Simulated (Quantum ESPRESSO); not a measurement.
# TePb (Fm-3m) in Quantum ESPRESSO: further runs, part 2 of 3

Quantum ESPRESSO 7.5. The steps go on from the part before.

### 3 Phonons, PBE

pw.in reads:

```
&CONTROL
  calculation = 'scf'
  prefix = 'pwscf'
  outdir = './tmp'
  pseudo_dir = './pseudo'
  tprnfor = .true.
  tstress = .true.
  disk_io = 'low'
/
&SYSTEM
  ibrav = 0
  A = 4.56932402
  nat = 2
  ntyp = 2
  ecutwfc = 45
  ecutrho = 360
  nbnd = 16
  occupations = 'smearing'
  smearing = 'fd'
  degauss = 0.00367493
/
&ELECTRONS
  conv_thr = 4d-10
  electron_maxstep = 120
  mixing_beta = 0.5
/
ATOMIC_SPECIES
Pb   207.2000 pb_pbe_v1.uspp.F.UPF
Te   127.6000 te_pbe_v1.uspp.F.UPF
CELL_PARAMETERS alat
   0.0000000000    0.7071067812    0.7071067812
   0.7071067812    0.0000000000    0.7071067812
   0.7071067812    0.7071067812    0.0000000000
ATOMIC_POSITIONS alat
Pb     0.0000000000    0.0000000000    0.0000000000
Te     0.7071067812    0.7071067812    0.7071067812
K_POINTS automatic
2 2 2 1 1 1
```

scf2.in reads:

```
&CONTROL
  calculation = 'scf'
  prefix = 'pwscf'
  outdir = './tmp'
  pseudo_dir = './pseudo'
  tprnfor = .true.
  tstress = .true.
  disk_io = 'low'
/
&SYSTEM
  ibrav = 0
  A = 4.56932402
  nat = 2
  ntyp = 2
  ecutwfc = 45
  ecutrho = 360
  nbnd = 16
  occupations = 'fixed'
/
&ELECTRONS
  conv_thr = 1d-13
  electron_maxstep = 120
  mixing_beta = 0.5
  startingpot = 'file'
  startingwfc = 'file'
/
ATOMIC_SPECIES
Pb   207.2000 pb_pbe_v1.uspp.F.UPF
Te   127.6000 te_pbe_v1.uspp.F.UPF
CELL_PARAMETERS alat
   0.0000000000    0.7071067812    0.7071067812
   0.7071067812    0.0000000000    0.7071067812
   0.7071067812    0.7071067812    0.0000000000
ATOMIC_POSITIONS alat
Pb     0.0000000000    0.0000000000    0.0000000000
Te     0.7071067812    0.7071067812    0.7071067812
K_POINTS automatic
2 2 2 1 1 1
```

ph.in reads:

```
phonons of TePb
&INPUTPH
  prefix = 'pwscf'
  outdir = './tmp'
  tr2_ph = 1d-18
  fildyn = 'dyn'
  niter_ph = 90
  alpha_mix(1) = 0.7
  epsil = .true.
/
0.0000000000 0.0000000000 0.0000000000
```

dynmat.in reads:

```
&INPUT
  fildyn = 'dyn'
  asr = 'crystal'
  lperm = .true.
  filout = 'dynmat.disp'
  fileig = 'dynmat.eig'
/
```

dynmat_lo.in reads:

```
&INPUT
  fildyn = 'dyn'
  asr = 'crystal'
  filout = 'dynmat_lo.disp'
  fileig = 'dynmat_lo.eig'
  q(1) = 0
  q(2) = 0
  q(3) = 1
/
```

Potentials or basis: GBRV 1.5 PBE.

Launch:

```console
$ OMP_NUM_THREADS=1 pw.x -in pw.in > pw.out
$ OMP_NUM_THREADS=1 pw.x -in scf2.in > scf2.out
$ OMP_NUM_THREADS=1 ph.x -in ph.in > ph.out
$ OMP_NUM_THREADS=1 dynmat.x -in dynmat.in > dynmat.out
$ OMP_NUM_THREADS=1 dynmat.x -in dynmat_lo.in > dynmat_lo.out
```

pw.out:

```text
This program is part of the open-source Quantum ESPRESSO suite
     for quantum simulation of materials; please cite
[... 9 lines left out ...]
     --------------------
     sticks:   dense  smooth     PW     G-vecs:    dense   smooth      PW
     Sum        1843     925    253                52345    18499    2741

     Using Slab Decomposition

     bravais-lattice index     =            0
     lattice parameter (alat)  =       8.6348  a.u.
     unit-cell volume          =     455.2369 (a.u.)^3
     number of atoms/cell      =            2
     number of atomic types    =            2
     number of electrons       =        20.00
     number of Kohn-Sham states=           16
     kinetic-energy cutoff     =      45.0000  Ry
     charge density cutoff     =     360.0000  Ry
     scf convergence threshold =      4.0E-10
     mixing beta               =       0.5000
     number of iterations used =            8  plain     mixing
     Exchange-correlation= SLA  PW   PBE  PBE
                           (   1   4   3   4   0   0   0)

     celldm(1)=   8.634771  celldm(2)=   0.000000  celldm(3)=   0.000000
     celldm(4)=   0.000000  celldm(5)=   0.000000  celldm(6)=   0.000000

[... 8 lines left out ...]
               b(3) = (  0.707107  0.707107 -0.707107 )

     PseudoPot. # 1 for Pb read from file:
     pb_pbe_v1.uspp.F.UPF
     Pseudo is Ultrasoft + core correction, Zval = 14.0
     Generated by new atomic code, or converted to UPF format
     Using radial grid of  899 points,  6 beta functions with:
                l(1) =   0
                l(2) =   0
                l(3) =   1
                l(4) =   1
                l(5) =   2
[... 55 lines left out ...]
     ethr =  1.15E-04,  avg # of iterations =  3.0

     negative rho (up, down):  1.538E-02 0.000E+00
[... 28 lines left out ...]
     total energy              =    -190.75670172 Ry
     estimated scf accuracy    <       0.00000644 Ry

     iteration #  5     ecut=    45.00 Ry     beta= 0.50
     Davidson diagonalization with overlap
     c_bands:  1 eigenvalues not converged
     ethr =  3.22E-08,  avg # of iterations = 13.5

     negative rho (up, down):  1.560E-02 0.000E+00

     total energy              =    -190.75673150 Ry
     estimated scf accuracy    <       0.00000124 Ry
[... 19 lines left out ...]
     iteration #  8     ecut=    45.00 Ry     beta= 0.50
     Davidson diagonalization with overlap
     ethr =  1.74E-10,  avg # of iterations =  5.5

     negative rho (up, down):  1.570E-02 0.000E+00

     End of self-consistent calculation

          k = 0.1768 0.1768 0.1768 (  2316 PWs)   bands (ev):

    -9.1731  -9.1731  -9.1558  -9.1486  -9.1486  -4.0954   0.4648   6.2236
     6.2236   6.7698   9.6131   9.9307   9.9307  13.4857  14.3526  14.3526

          k =-0.1768-0.1768 0.5303 (  2319 PWs)   bands (ev):

    -9.2041  -9.1670  -9.1573  -9.1403  -9.1359  -3.1160  -0.4954   4.2505
     5.2962   5.5536  10.6251  10.8817  11.9614  12.6953  15.8787  16.7706

     the Fermi energy is     7.9981 ev

!    total energy              =    -190.75673143 Ry
     estimated scf accuracy    <          2.7E-10 Ry
     smearing contrib. (-TS)   =      -0.00000000 Ry
     internal energy E=F+TS    =    -190.75673143 Ry

     The total energy is F=E-TS. E is the sum of the following terms:
     one-electron contribution =     -46.03505993 Ry
     hartree contribution      =      35.19981190 Ry
     xc contribution           =     -77.82327332 Ry
     ewald contribution        =    -102.09821009 Ry

     convergence has been achieved in   8 iterations

     negative rho (up, down):  1.570E-02 0.000E+00

     Forces acting on atoms (cartesian axes, Ry/au):

     atom    1 type  1   force =     0.00000000    0.00000000    0.00000000
     atom    2 type  2   force =     0.00000000    0.00000000   -0.00000000

     Total force =     0.000000     Total SCF correction =     0.000000

     Computing stress (Cartesian axis) and pressure

     negative rho (up, down):  1.570E-02 0.000E+00
          total   stress  (Ry/bohr**3)                   (kbar)     P=        0.70
   0.00000472   0.00000000   0.00000000            0.70        0.00        0.00
   0.00000000   0.00000472   0.00000000            0.00        0.70        0.00
   0.00000000   0.00000000   0.00000472            0.00        0.00        0.70

=------------------------------------------------------------------------------=
   JOB DONE.
=------------------------------------------------------------------------------=
```

It took 2 min on 1 thread of Intel Xeon Platinum 8259CL at 2.50GHz (Skylake/Cascade Lake), shared host; peak memory 0.22 GiB.

What came out:

```yaml
Free_energy: -2595.3775 eV
Pressure_after_relaxing: 0.1 GPa
Highest_phonon_frequency_at_Γ_LO-TO_splitting_left_out: 85 cm⁻¹
```

Levels at points of the mesh, in eV from the valence-band top:
```csv
k point,band 7,band 8,band 9,band 10,band 11,band 12
"(0.25, 0.25, 0.25)",-6.31,-0.55,-0.55,0.00,2.84,3.16
```

Phonon frequencies in cm⁻¹ (negative: imaginary):
| q point | frequencies |
| --- | --- |
| (0.000, 0.000, 0.000) | 0 0 0 85 85 85 |

Optical modes at Γ, degenerate ones joined, polar ones without the macroscopic field:
```tsv
cm⁻¹	components	symmetry	active in
85	3	T1u	IR
```

Caveat: the k mesh is coarse (spacing up to 0.84 Å⁻¹), so the values aren't converged. The run has no spin-orbit coupling, so splittings on Pb, Te are missing.

### 4 Phonons, PBE

Edit pw.in of step 3 so:

```diff
@@ -14,4 +14,4 @@
   ntyp = 2
-  ecutwfc = 45
-  ecutrho = 360
+  ecutwfc = 52
+  ecutrho = 312
   nbnd = 16
@@ -27,4 +27,4 @@
 ATOMIC_SPECIES
-Pb   207.2000 pb_pbe_v1.uspp.F.UPF
-Te   127.6000 te_pbe_v1.uspp.F.UPF
+Pb   207.2000 Pb.GGA_PBE-JTH.UPF
+Te   127.6000 Te.GGA_PBE-JTH.UPF
 CELL_PARAMETERS alat
```

Edit scf2.in of step 3 so:

```diff
@@ -14,4 +14,4 @@
   ntyp = 2
-  ecutwfc = 45
-  ecutrho = 360
+  ecutwfc = 52
+  ecutrho = 312
   nbnd = 16
@@ -27,4 +27,4 @@
 ATOMIC_SPECIES
-Pb   207.2000 pb_pbe_v1.uspp.F.UPF
-Te   127.6000 te_pbe_v1.uspp.F.UPF
+Pb   207.2000 Pb.GGA_PBE-JTH.UPF
+Te   127.6000 Te.GGA_PBE-JTH.UPF
 CELL_PARAMETERS alat
```

ph.in is that of step 3.

dynmat.in is that of step 3.

dynmat_lo.in is that of step 3.

Potentials or basis: JTH 2.0 PBE.

Launch:

```console
$ OMP_NUM_THREADS=1 pw.x -in pw.in > pw.out
$ OMP_NUM_THREADS=1 pw.x -in scf2.in > scf2.out
$ OMP_NUM_THREADS=1 ph.x -in ph.in > ph.out
$ OMP_NUM_THREADS=1 dynmat.x -in dynmat.in > dynmat.out
$ OMP_NUM_THREADS=1 dynmat.x -in dynmat_lo.in > dynmat_lo.out
```

pw.out:

```text
This program is part of the open-source Quantum ESPRESSO suite
     for quantum simulation of materials; please cite
         "P. Giannozzi et al., J. Phys.:Condens. Matter 21 395502 (2009);
         "P. Giannozzi et al., J. Phys.:Condens. Matter 29 465901 (2017);
         "P. Giannozzi et al., J. Chem. Phys. 152 154105 (2020);
     in publications or presentations arising from this work. More details at

     file Pb.GGA_PBE-JTH.UPF: wavefunction(s)  0S 6P 0P 5D 0D renormalized
     file Te.GGA_PBE-JTH.UPF: wavefunction(s)  0S 0P renormalized
     Message from routine setup:
     using ibrav=0 with symmetry is DISCOURAGED, use correct ibrav instead

     G-vector sticks info
     --------------------
     sticks:   dense  smooth     PW     G-vecs:    dense   smooth      PW
     Sum        1615    1069    301                42255    23049    3479

     Using Slab Decomposition

     bravais-lattice index     =            0
     lattice parameter (alat)  =       8.6348  a.u.
     unit-cell volume          =     455.2369 (a.u.)^3
     number of atoms/cell      =            2
     number of atomic types    =            2
     number of electrons       =        20.00
     number of Kohn-Sham states=           16
     kinetic-energy cutoff     =      52.0000  Ry
     charge density cutoff     =     312.0000  Ry
     scf convergence threshold =      4.0E-10
     mixing beta               =       0.5000
     number of iterations used =            8  plain     mixing
     Exchange-correlation= SLA PW PBX PBC
                           (   1   4   3   4   0   0   0)

     celldm(1)=   8.634771  celldm(2)=   0.000000  celldm(3)=   0.000000
     celldm(4)=   0.000000  celldm(5)=   0.000000  celldm(6)=   0.000000

[... 8 lines left out ...]
               b(3) = (  0.707107  0.707107 -0.707107 )

     PseudoPot. # 1 for Pb read from file:
     Pb.GGA_PBE-JTH.UPF
     Pseudo is Projector augmented-wave + core cor, Zval = 14.0
     Generated using ATOMPAW code
     Shape of augmentation charge: BESSEL
     Using radial grid of 1130 points,  6 beta functions with:
                l(1) =   0
                l(2) =   0
                l(3) =   1
                l(4) =   1
                l(5) =   2
                l(6) =   2
     Q(r) pseudized with 0 coefficients

     PseudoPot. # 2 for Te read from file:
     Te.GGA_PBE-JTH.UPF
     Pseudo is Projector augmented-wave + core cor, Zval =  6.0
     Generated using ATOMPAW code
     Shape of augmentation charge: SINC**2
     Using radial grid of 1093 points,  4 beta functions with:
                l(1) =   0
                l(2) =   0
                l(3) =   1
                l(4) =   1
     Q(r) pseudized with 0 coefficients

     atomic species   valence    mass     pseudopotential
     Pb               14.00   207.20000     Pb( 1.00)
     Te                6.00   127.60000     Te( 1.00)

     48 Sym. Ops., with inversion, found

   Cartesian axes

     site n.     atom                  positions (alat units)
         1        Pb     tau(   1) = (   0.0000000   0.0000000   0.0000000  )
         2        Te     tau(   2) = (   0.7071068   0.7071068   0.7071068  )

     number of k points=     2  Fermi-Dirac smearing, width (Ry)=  0.0037
                       cart. coord. in units 2pi/alat
        k(    1) = (   0.1767767   0.1767767   0.1767767), wk =   0.5000000
        k(    2) = (  -0.1767767  -0.1767767   0.5303301), wk =   1.5000000

     Dense  grid:    42255 G-vectors     FFT dimensions: (  50,  50,  50)

     Smooth grid:    23049 G-vectors     FFT dimensions: (  40,  40,  40)

     Initial potential from superposition of free atoms

     starting charge      19.9974, renormalised to      20.0000

     negative rho (up, down):  5.107E-03 0.000E+00
     Starting wfcs are   26 randomized atomic wfcs

     Self-consistent Calculation

     iteration #  1     ecut=    52.00 Ry     beta= 0.50
     Davidson diagonalization with overlap
     ethr =  1.00E-02,  avg # of iterations =  9.5

     Threshold (ethr) on eigenvalues was too large:
     Diagonalizing with lowered threshold

     Davidson diagonalization with overlap
     ethr =  1.18E-04,  avg # of iterations =  7.5

     negative rho (up, down):  5.691E-03 0.000E+00

     total energy              =   -1233.25669516 Ry
     estimated scf accuracy    <       0.02354294 Ry

     iteration #  2     ecut=    52.00 Ry     beta= 0.50
     Davidson diagonalization with overlap
     ethr =  1.18E-04,  avg # of iterations =  2.0

     negative rho (up, down):  5.598E-03 0.000E+00

     total energy              =   -1233.26305944 Ry
     estimated scf accuracy    <       0.00233287 Ry

     iteration #  3     ecut=    52.00 Ry     beta= 0.50
     Davidson diagonalization with overlap
     ethr =  1.17E-05,  avg # of iterations =  2.0

     negative rho (up, down):  5.755E-03 0.000E+00

     total energy              =   -1233.26349044 Ry
     estimated scf accuracy    <       0.00038400 Ry

     iteration #  4     ecut=    52.00 Ry     beta= 0.50
     Davidson diagonalization with overlap
     ethr =  1.92E-06,  avg # of iterations =  5.5

     negative rho (up, down):  5.753E-03 0.000E+00

     total energy              =   -1233.26354514 Ry
     estimated scf accuracy    <       0.00001305 Ry

     iteration #  5     ecut=    52.00 Ry     beta= 0.50
     Davidson diagonalization with overlap
     ethr =  6.52E-08,  avg # of iterations =  4.5

     negative rho (up, down):  5.678E-03 0.000E+00

     total energy              =   -1233.26355649 Ry
     estimated scf accuracy    <       0.00000729 Ry

     iteration #  6     ecut=    52.00 Ry     beta= 0.50
     Davidson diagonalization with overlap
     ethr =  3.65E-08,  avg # of iterations =  3.0

     negative rho (up, down):  5.729E-03 0.000E+00

     total energy              =   -1233.26355087 Ry
     estimated scf accuracy    <       0.00002762 Ry

     iteration #  7     ecut=    52.00 Ry     beta= 0.50
     Davidson diagonalization with overlap
     ethr =  3.65E-08,  avg # of iterations =  3.0

     negative rho (up, down):  5.733E-03 0.000E+00

     total energy              =   -1233.26355562 Ry
     estimated scf accuracy    <       0.00000022 Ry

     iteration #  8     ecut=    52.00 Ry     beta= 0.50
     Davidson diagonalization with overlap
     ethr =  1.08E-09,  avg # of iterations =  3.5

     negative rho (up, down):  5.730E-03 0.000E+00

     total energy              =   -1233.26355575 Ry
     estimated scf accuracy    <       0.00000006 Ry

     iteration #  9     ecut=    52.00 Ry     beta= 0.50
     Davidson diagonalization with overlap
     ethr =  2.84E-10,  avg # of iterations =  2.0

     negative rho (up, down):  5.729E-03 0.000E+00

     total energy              =   -1233.26355576 Ry
     estimated scf accuracy    <          7.1E-09 Ry

     iteration # 10     ecut=    52.00 Ry     beta= 0.50
     Davidson diagonalization with overlap
     ethr =  3.56E-11,  avg # of iterations =  4.5

     negative rho (up, down):  5.729E-03 0.000E+00

     total energy              =   -1233.26355577 Ry
     estimated scf accuracy    <          7.4E-10 Ry

     iteration # 11     ecut=    52.00 Ry     beta= 0.50
     Davidson diagonalization with overlap
     ethr =  3.71E-12,  avg # of iterations =  4.0

     negative rho (up, down):  5.728E-03 0.000E+00

     End of self-consistent calculation

          k = 0.1768 0.1768 0.1768 (  2881 PWs)   bands (ev):

    -9.5294  -9.5294  -9.5117  -9.5046  -9.5046  -4.4623   0.0987   5.8592
     5.8592   6.4057   9.2516   9.5871   9.5871  13.1655  14.1056  14.1056

          k =-0.1768-0.1768 0.5303 (  2887 PWs)   bands (ev):

    -9.5604  -9.5234  -9.5131  -9.4961  -9.4918  -3.4818  -0.8616   3.8857
     4.9312   5.1899  10.2728  10.5421  11.6173  12.3871  16.4589  17.0497

     the Fermi energy is     8.0587 ev

!    total energy              =   -1233.26355577 Ry
     total all-electron energy =     -1233.263556 Ry
     estimated scf accuracy    <          1.5E-10 Ry
     smearing contrib. (-TS)   =      -0.00000000 Ry
     internal energy E=F+TS    =   -1233.26355577 Ry

     The total energy is F=E-TS. E is the sum of the following terms:
     one-electron contribution =     -41.96353853 Ry
     hartree contribution      =      44.30133152 Ry
     xc contribution           =     -24.91879097 Ry
     ewald contribution        =    -102.09821009 Ry
     one-center paw contrib.   =   -1108.58434770 Ry

     convergence has been achieved in  11 iterations

     negative rho (up, down):  5.728E-03 0.000E+00

     Forces acting on atoms (cartesian axes, Ry/au):

     atom    1 type  1   force =     0.00000000    0.00000000   -0.00000000
     atom    2 type  2   force =    -0.00000000   -0.00000000    0.00000000

     Total force =     0.000000     Total SCF correction =     0.000000

     Computing stress (Cartesian axis) and pressure

     negative rho (up, down):  5.728E-03 0.000E+00
          total   stress  (Ry/bohr**3)                   (kbar)     P=        0.04
   0.00000027  -0.00000000   0.00000000            0.04       -0.00        0.00
  -0.00000000   0.00000027   0.00000000           -0.00        0.04        0.00
   0.00000000  -0.00000000   0.00000027            0.00       -0.00        0.04

=------------------------------------------------------------------------------=
   JOB DONE.
=------------------------------------------------------------------------------=
```

It took 4.5 min on 1 thread of Intel Xeon Platinum 8259CL at 2.50GHz (Skylake/Cascade Lake), shared host; peak memory 0.2 GiB.

What came out:

```
Free energy                                             : -16779.4055 eV
Pressure after relaxing                                 : 0.0 GPa
Highest phonon frequency at Γ, LO-TO splitting left out : 85 cm⁻¹
```

Phonon frequencies in cm⁻¹ (negative: imaginary):
```csv
q point,frequencies
"(0.000, 0.000, 0.000)",-1 -1 -1 85 85 85
```

Optical modes at Γ, degenerate ones joined, polar ones without the macroscopic field:
```csv
cm⁻¹,components,symmetry,active in
85,3,T1u,IR
```

Caveat: the k mesh is coarse (spacing up to 0.84 Å⁻¹), so the values aren't converged. Spin-orbit coupling is left out, which matters for the levels of Pb, Te.

(Continued in part 3 of 3.)
